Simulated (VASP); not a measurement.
# TiO2 (Anatase) (I4_1/amd) in VASP: single point with PBE

Aim: the single point of TiO2 (Anatase) with PBE.

All numbers are computed with VASP 6.6.1; they aren't measurements. Logs are shortened: lines on timing, memory, paths and dates and some standing lists are left out, and cuts for length are marked.

## 1. The crystal as given

Symmetry: I4_1/amd, No. 141, tetragonal system. The conventional cell has a = 3.784 Å, b = 3.784 Å, c = 9.515 Å, α = 90.00°, β = 90.00°, γ = 90.00°. Ti (site symmetry -4m2) is surrounded by 6 O at 1.93 to 1.98 Å. O (site symmetry 2mm) has 3 Ti at 1.93 to 1.98 Å as nearest neighbours.

## 2. Single point, PBE

Input file INCAR:

```
  PREC = Accurate
  ENCUT = 520
  EDIFF = 1E-6
  ISMEAR = 0
  SIGMA = 0.02
  LREAL = False
  LASPH = True
  NELM = 100
  ALGO = Fast
  ISIF = 2
  LWAVE = False
  LCHARG = False
  GGA = PE
  NBANDS = 33
```

Input file KPOINTS:

```
regular mesh
0
Gamma
  3 3 3
```

Input file POSCAR:

```
TiO2
1.0
   -1.8921000000      1.8921000000      4.7573000000
    1.8921000000     -1.8921000000      4.7573000000
    1.8921000000      1.8921000000     -4.7573000000
Ti O
2 4
Direct
    0.7500000000      0.2500000000      0.5000000000
    0.0000000000      0.0000000000      0.0000000000
    0.7919000000      0.7919000000      0.0000000000
    0.5419000000      0.0419000000      0.5000000000
    0.9581000000      0.4581000000      0.5000000000
    0.2081000000      0.2081000000      0.0000000000
```

Potentials or basis: VASP PAW PBE potentials, release 64 (Ti_sv, O).

Run with:

```sh
> cat potpaw_PBE.64/Ti_sv/POTCAR potpaw_PBE.64/O/POTCAR > POTCAR
> mpirun -np 1 vasp_std > vasp.out
```

OUTCAR:

```text
PREC = Accurate
   ENCUT = 520
   EDIFF = 1E-6
   ISMEAR = 0
   LREAL = False
   LASPH = True
   NELM = 100
   ISIF = 2
   GGA = PE

 ion  position               nearest neighbor table
   1  0.750  0.250  0.500-   3 1.93   6 1.93   3 1.93   6 1.93   5 1.98   4 1.98
   2  0.000  0.000  0.000-   4 1.93   5 1.93   4 1.93   5 1.93   3 1.98   6 1.98
   3  0.792  0.792  0.000-   1 1.93   1 1.93   2 1.98
   4  0.542  0.042  0.500-   2 1.93   2 1.93   1 1.98
   5  0.958  0.458  0.500-   2 1.93   2 1.93   1 1.98
   6  0.208  0.208  0.000-   1 1.93   1 1.93   2 1.98

  LATTYP: Found a body centered tetragonal cell.
 ALAT       =     3.7842000000
 C/A-ratio  =     2.5142962846

  Lattice vectors:

 A1 = (  -1.8921000000,   1.8921000000,   4.7573000000)
 A2 = (   1.8921000000,  -1.8921000000,   4.7573000000)
 A3 = (   1.8921000000,   1.8921000000,  -4.7573000000)

Analysis of symmetry for initial positions (statically):
=====================================================================
 Subroutine PRICEL returns:
 Original cell was already a primitive cell.

 Routine SETGRP: Setting up the symmetry group for a
 body centered tetragonal supercell.

 Subroutine GETGRP returns: Found 16 space group operations
 (whereof  8 operations were pure point group operations)
 out of a pool of 16 trial point group operations.

The static configuration has the point symmetry D_2d.
 The point group associated with its full space group is D_4h.

Analysis of symmetry for dynamics (positions and initial velocities):
=====================================================================
 Subroutine PRICEL returns:
 Original cell was already a primitive cell.

 Routine SETGRP: Setting up the symmetry group for a
 body centered tetragonal supercell.

 Subroutine GETGRP returns: Found 16 space group operations
 (whereof  8 operations were pure point group operations)
 out of a pool of 16 trial point group operations.

The dynamic configuration has the point symmetry D_2d.
 The point group associated with its full space group is D_4h.

 Subroutine INISYM returns: Found 16 space group operations
 (whereof  8 operations are pure point group operations),
 and found     1 'primitive' translations

----------------------------------------------------------------------------------------

                                     Primitive cell

  volume of cell :      68.1253
[... 81 lines left out ...]
   NSW    =      0    number of steps for IOM
   IBRION =     -1    ionic relax: 0-MD 1-quasi-New 2-CG
   NFREE  =      0    steps in history (QN), initial steepest desc. (CG)
   ISIF   =      2    stress and relaxation
   ISYM   =      2    0-nonsym 1-usesym 2-fastsym
   POTIM  = 0.5000    time-step for ionic-motion
   TEBEG  =    0.0;   TEEND  =   0.0 temperature during run
   PSTRESS=    0.0 pullay stress
   NELECT =      48.0000    total number of electrons
   NUPDOWN=      -1.0000    fix difference up-down
   EMIN   =  10.00;   EMAX   =-10.00  energy-range for DOS
   EFERMI =   0.00;   METHOD = LEGACY
   ISMEAR =     0;   SIGMA  =   0.02  broadening in eV -4-tet -1-fermi 0-gaus
   EFERMI_NEDOS =   21; number of points for ismear=-14 and -15
   IALGO  =     68    algorithm
   IMIX   =      4    mixing-type and parameters
     AMIX     =   0.40;   BMIX     =  1.00
     AMIX_MAG =   1.60;   BMIX_MAG =  1.00
  volume/ion in A,a.u.               =      11.35        76.62
  Fermi-wavevector in a.u.,A,eV,Ry     =   1.456752  2.752862 28.873289  2.122127
  Thomas-Fermi vector in A             =   2.573634
   LORBIT       =      0    0 simple, 1 ext, 2 COOP (PROOUT), +10 PAW based schemes
   GGA     = PE    functional components
   LHFCALC =     F    Hartree Fock is set to
   AEXX    =    0.0000 exact exchange contribution
   IVDW    =     0    specifies the selected vdW correction
   LEPSILON=     F    determine dielectric tensor
   LRPA    =     F    only Hartree local field effects (RPA)
 non-spin polarized calculation
 RMM-DIIS sequential band-by-band and
 Gauss-broadening in eV      SIGMA  =   0.02
  energy-cutoff  :      520.00
  volume of cell :       68.13
 maximum number of plane-waves:      1844
 NGX is ok and might be reduce to    42
   NGX = 21   NGY = 21   NGZ = 21

 number of electron      47.9999989 magnetization

 Free energy of the ion-electron system (eV)
  ---------------------------------------------------
  ext. energy  EPLUGINS =         0.00000000
  ---------------------------------------------------
  free energy    TOTEN  =       -53.84146239 eV

  energy without entropy =      -53.84146239  energy(sigma->0) =      -53.84146239

 E-fermi :   3.4988     XC(G=0): -10.7366

 val. band max:        3.2941709771   @ k =  -0.3333   0.3333   0.0000
 cond. band min:       5.5093645235   @ k =   0.0000   0.0000   0.0000
 fundamental gap:      2.2151935464
 Fermi energy:         3.4987937779

 k-point     1 :       0.0000    0.0000    0.0000
  band No.  band energies     occupation
      1     -52.9842      2.00000
      2     -52.9236      2.00000
      3     -29.4487      2.00000
      4     -29.2125      2.00000
      5     -29.2125      2.00000
      6     -29.1405      2.00000
[... 205 lines left out ...]
     32       9.3419      0.00000
     33      11.8664      0.00000

------------------------ aborting loop because EDIFF is reached ----------------------------------------

  FORCE on cell =-STRESS in cart. coord.  units (eV):
  Direction    XX          YY          ZZ          XY          YZ          ZX
  --------------------------------------------------------------------------------------
  -------------------------------------------------------------------------------------
  Total        1.9786228      1.9786228      3.3327071      0.0000000     -0.0000000      0.0000000
  in kB       46.5334119     46.5334119     78.3788761      0.0000000     -0.0000000      0.0000000
  external PRESSURE =      57.1485667 kB  Pullay stress =       0.0000000 kB

 VOLUME and BASIS-vectors are now :
 -----------------------------------------------------------------------------
  energy-cutoff  :      520.00
  volume of cell :       68.13
      direct lattice vectors                 reciprocal lattice vectors
    -1.892100000  1.892100000  4.757300000     0.000000000  0.264256646  0.105101633
     1.892100000 -1.892100000  4.757300000     0.264256646  0.000000000  0.105101633
     1.892100000  1.892100000 -4.757300000     0.264256646  0.264256646  0.000000000

 POSITION                                       TOTAL-FORCE (eV/Angst)
 -----------------------------------------------------------------------------------
      0.00000      1.89210      2.37865         0.000000      0.000000     -0.000000
      0.00000      0.00000      0.00000         0.000000      0.000000     -0.000000
      0.00000      0.00000      7.53461         0.000000     -0.000000     -0.202364
      0.00000      1.89210      0.39866        -0.000000      0.000000     -0.202364
      0.00000      1.89210      4.35864        -0.000000      0.000000      0.202364
      0.00000      0.00000      1.97999         0.000000     -0.000000      0.202364
 -----------------------------------------------------------------------------------
    total drift:                                0.000000      0.000000      0.000000

  FREE ENERGIE OF THE ION-ELECTRON SYSTEM (eV)
  ---------------------------------------------------
  free  energy   TOTEN  =       -53.8414623947 eV

  energy  without entropy=      -53.8414623947  energy(sigma->0) =      -53.84146239
```

stdout:

```text
POSCAR found type information on POSCAR TiO
 POSCAR found :  2 types and       6 ions
 scaLAPACK will be used
 LDA part: xc-table for (Slater+PW92), standard interpolation
 POSCAR, INCAR and KPOINTS ok, starting setup
 FFT: planning ... GRIDC
 FFT: planning ... GRID_SOFT
 FFT: planning ... GRID
 WAVECAR not read
 entering main loop
WARNING in EDDRMM: call to ZHEGV failed, returncode =   8  4     30
```

Run time: 68 s. Hardware: 1 thread of Intel Xeon Platinum 8488C (Sapphire Rapids), shared host; peak memory 0.24 GiB.

Results:

| Quantity | Value |
| --- | --- |
| Free energy | -53.8415 eV |
| Pressure | 5.7 GPa |
| Largest force | 0.202 eV/Å |
| Band gap on the k mesh | 2.22 eV, indirect (least direct gap 2.46 eV) |

Forces in eV/Å, atoms in the order of the input:
```
Ti   0.000  0.000  0.000
Ti   0.000  0.000  0.000
O    0.000  0.000 -0.202
O    0.000  0.000 -0.202
O    0.000  0.000  0.202
O    0.000  0.000  0.202
```

Levels at points of the mesh, in eV from the valence-band top:
```
           k point  band 20  band 21  band 22  band 23  band 24  band 25  band 26  band 27  band 28  band 29
(0.00, 0.00, 0.00)    -0.67    -0.65    -0.65    -0.36    -0.36     2.22     2.96     4.10     4.10     4.12
```

Caveat: the k mesh is coarse (spacing up to 0.78 Å⁻¹), so the values aren't converged; an odd mesh through Γ misses points on the zone boundary, where band edges often lie.
